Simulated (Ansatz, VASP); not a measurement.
One calculation of Ti4C, two programs

```
Ti C
1.0
     3.25534    0.00000    0.00000
     0.00000    3.25534    0.00000
     0.00000    0.00000   20.17937
Ti C
4 1
Direct
  0.50000 0.50000 0.19822
  0.00000 0.00000 0.27888
  0.50000 0.50000 0.35519
  0.00000 0.00000 0.43011
  0.25000 0.25000 0.49299
```

Alike in both runs: functional PBE; k mesh 8 × 8 × 1; occupations gaussian, width 0.1 eV; no spin polarisation.

Ansatz relaxed the structure, and its values are those at the end. VASP's run is a single point on that final structure, the one shown.

|  | VASP | Ansatz |
| --- | --- | --- |
| version | VASP 6.6.1 | Ansatz 0.2.0 |
| potentials or method | VASP PAW PBE potentials, release 64 (Ti_sv, C) | scalar-relativistic, plane waves, PAW |
| plane-wave cutoff (eV) | 520 | 420 |
| valence electrons in the cell | 52 | 52 |

Ansatz gave:

* gap on the k mesh at the Fermi level (eV): none
* rms of the force components (eV/Å): 1.357

Question: Which values does VASP return?

Answer: gap on the k mesh at the Fermi level (eV): none; rms of the force components (eV/Å): 1.386.

A gap of «none» marks a metal or a gap that the smearing closes. Ansatz warned: «vacuum_below_fermi».
